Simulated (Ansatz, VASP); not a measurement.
One calculation of BN, two programs

```
B N
1.0
     2.57700    0.00000    0.00000
    -1.28850    2.23175    0.00000
     0.00000    0.00000   26.00000
B N
1 1
Direct
  0.00000 0.00000 0.50825
  0.66667 0.33333 0.49175
```

Alike in both runs: task single point; functional PBE; dispersion D3(BJ); k mesh 12 × 12 × 1; occupations gaussian, width 0.02 eV; no spin polarisation.

|  | VASP | Ansatz |
| --- | --- | --- |
| version | VASP 6.6.1 | Ansatz 0.2.0 |
| potentials or method | VASP PAW PBE potentials, release 64 (B, N) | scalar-relativistic, plane waves, PAW |
| plane-wave cutoff (eV) | 520 | 420 |
| valence electrons in the cell | 8 | 8 |

|  | VASP | Ansatz | Ansatz less VASP |
| --- | --- | --- | --- |
| gap on the k mesh at the Fermi level (eV) | 3.16 | 3.16 | +0.008 |
| least direct gap on the mesh (eV) | 3.30 | 3.30 | -0.002 |
| rms of the force components (eV/Å) | 3.555 | 3.556 | +0.0015 |

Atom by atom the forces differ by 0.001 eV/Å (rms over components).

As with any semilocal functional, this PBE gap is likely too small.
